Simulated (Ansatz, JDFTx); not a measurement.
This is a calculation of Re (Rhenium) for JDFTx 1.7.0 (patched build). 

File Re.in:

```
lattice \
    5.2171558849    -2.6085779424     0.0000000000 \
    0.0000000000     4.5181895319     0.0000000000 \
    0.0000000000     0.0000000000     8.4247770088
coords-type Lattice
ion Re     0.6666666667     0.3333333333     0.7500000000 1
ion Re     0.3333333333     0.6666666667     0.2500000000 1

ion-species pseudo/Re.upf
elec-cutoff 36 288
elec-ex-corr gga-PBE
kpoint-folding 11 11 6
elec-smearing Fermi 0.0018374661
elec-n-bands 22
electronic-SCF nIterations 100 energyDiffThreshold 1e-09
electronic-minimize nIterations 30 energyDiffThreshold 1e-7
converge-empty-states yes
forces-output-coords Cartesian

dump-name run.$VAR
dump End Ecomponents EigStats BandEigs Kpoints Forces Stress ElecDensity Dtot KEdensity
```

Potentials or basis: PseudoDojo-SR-PBE-0.5-standard.

Run with:

```sh
$ jdftx -c 1 -i Re.in -o Re.out
```

Question: Translate it to Ansatz 0.2.0. Potentials or basis there: all-electron LAPW, scalar-relativistic.

Answer: As run (cutoffs and basis follow the program's own potentials, and thresholds, step limits or extra output files can differ):

File input.yaml:

```yaml
crystal:
  lattice:
    - [2.7608, 0.0, 0.0]
    - [-1.3804, 2.3909229348, 0.0]
    - [0.0, 0.0, 4.4582]
  atoms:
    - { symbol: Re, position: [0.6666666667, 0.3333333333, 0.75] }
    - { symbol: Re, position: [0.3333333333, 0.6666666667, 0.25] }
kpoints:
  mp_grid: { grid: [11, 11, 6] }
scf:
  occupations: { method: fermi_dirac, width: 0.05 }
hamiltonian:
  xc: pbe
  pseudopotentials: { kind: all_electron, lapw: { basis_error: 0.001 } }
output:
  forces: true
  stress: true
  eigenvalues: true
  populations: true
```

Potentials or basis: all-electron LAPW, scalar-relativistic.

Command:

```sh
$ ansatz run input.yaml --threads 1 --pin off --max-ram 3072MiB --backend cpu --events-out ev --progress --plain --runs-dir out
```

Both were run:

|  | JDFTx | Ansatz |
| --- | --- | --- |
| Pressure | 5.8 GPa | 6.1 GPa |

Where Ansatz's input types no cutoff or centring, it takes its own default and a Γ-centred mesh.

Pressure is positive in compression.
